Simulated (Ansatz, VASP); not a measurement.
**Zn in VASP and in Ansatz**

```xyz
1
Lattice="2.7786 0.0000 0.0000 0.0000 2.7786 0.0000 0.0000 0.0000 2.7786" Properties=species:S:1:pos:R:3 pbc="T T T"
Zn    0.0000    0.0000    0.0000
```

Alike in both runs: task single point; functional RPBE; k mesh 13 × 13 × 13; occupations fermi-dirac, width 0.1 eV; no spin polarisation.

|  | VASP | Ansatz |
| --- | --- | --- |
| version | VASP 6.6.1 | Ansatz 0.2.0 |
| potentials or method | VASP PAW PBE potentials, release 64 (Zn) | plane waves (420 eV) with PAW, scalar-relativistic |
| plane-wave cutoff (eV) | 520 | 420 |
| valence electrons in the cell | 12 | 12 |

|  | VASP | Ansatz | Ansatz less VASP |
| --- | --- | --- | --- |
| pressure (GPa) | -3.1 | -3.2 | -0.08 |

Caveats: the PAW data sets were made with another functional, which shifts forces and pressure a little (VASP).
